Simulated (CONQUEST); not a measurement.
Runs of CONQUEST 1.3 on Pb. Symmetry: Fm-3m, No. 225, cubic system. Conventional cell: a = 4.950 Å, b = 4.950 Å, c = 4.950 Å, α = 90.00°, β = 90.00°, γ = 90.00°. Pb (site symmetry m-3m) is surrounded by 12 Pb at 3.50 Å. 

| task | level | potentials or basis | spin | fixed moment (μB) | cell | k mesh | smearing | other keys | gap on the mesh (eV) | pressure (GPa) | moment (μB) |
| --- | --- | --- | --- | --- | --- | --- | --- | --- | --- | --- | --- |
| density of states | PBEint | PseudoDojo NC PBEsol, DZ, grid cutoff 120 Ha | off | - | as given | 6 × 6 × 4 | fermi-dirac 0.1 eV | - | none | - | - |
| density of states | PBEsol | PseudoDojo NC PBEsol, DZ, grid cutoff 120 Ha | off | - | atoms of the box moved at random, drawn with an rms of 0.05 Å | 6 × 6 × 4 | fermi-dirac 0.1 eV | - | none | - | - |
| band structure | LDA | PseudoDojo NC LDA, DZP, grid cutoff 80 Ha | collinear, ferromagnetic start | 2 | as given | 6 × 6 × 4 | fermi-dirac 0.05 eV | - | - | - | 2.00 |
| single point | LDA | PseudoDojo NC LDA, DZP, grid cutoff 80 Ha | collinear, ferromagnetic start | 2 | as given | 6 × 6 × 4 | fermi-dirac 0.05 eV | - | - | (a) | 2.00 |
| single point | LDA-VWN | PseudoDojo NC LDA, DZ, grid cutoff 100 Ha | off | - | volume scaled by 1.15 | 6 × 6 × 5 | methfessel-paxton of order 1 0.1 eV | SC.MaxPulay = 12 | none | -5.0 | - |
| single point | LDA | PseudoDojo NC LDA, DZP, grid cutoff 100 Ha | collinear, ferrimagnetic start | - | edges of the box strained at random at fixed volume | 7 × 6 × 5 | fermi-dirac 0.027 eV | - | none | -0.8 | 0.00 |

**Question.** Fill in the values left out.

**Answer.** (a) 2.5.

Caveats: the basis of atomic orbitals isn't converged, which shifts pressures, moduli and gaps; the atomic basis is small (some runs); the total moment is fixed, so each spin has its own Fermi level (some runs); the potentials were made for another functional, which shifts forces and pressure (some runs); the real-space grid breaks the cell's symmetry a little (some runs); the box holds several primitive cells, so bands are folded and the points are those of the box's own zone (some runs).

A k mesh can miss the band edges, and the runs leave out spin-orbit coupling on Pb.

A gap of «none» marks a metal or a gap under the smearing width.

Runs at the PBE level aren't shown here.
